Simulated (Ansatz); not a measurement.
## Au (Fm-3m), two-dimensional strain map

All numbers below come from DFT PBE, scalar-relativistic, plane waves, PAW (Ansatz). Settings: plane waves to 420 eV, k-mesh 20×20×20 (Γ-centred), Gaussian smearing 0.15 eV. Spin–orbit coupling is left out, which can shift energies with elements as heavy as these. No spin polarisation. Energies are free energies at this smearing, counted from the undisturbed cell; pressure is positive in compression.

The undisturbed cell (as given, not relaxed at this level; it stands at 7.9 GPa):

```
Au
1.0
     0.00000    2.04550    2.04550
     2.04550    0.00000    2.04550
     2.04550    2.04550    0.00000
Au
1
Direct
  0.00000 0.00000 0.00000
```

The cell is strained by p along both x and y and by q along z, fractional coordinates fixed. Points are written (p, q).

Energy above the undisturbed cell in meV/atom (a dash: not computed):

```csv
p \ q,-0.050,-0.025,0.000,0.025,0.050
-0.050,399.5,289.6,203.7,?,92.4
0.000,72.9,–,0.0,–,-17.4
0.050,?,–,-0.6,–,45.8
```

Task: Fill in the withheld energies.

Result: (-0.050, 0.025): 139.0; (0.050, -0.050): -12.5.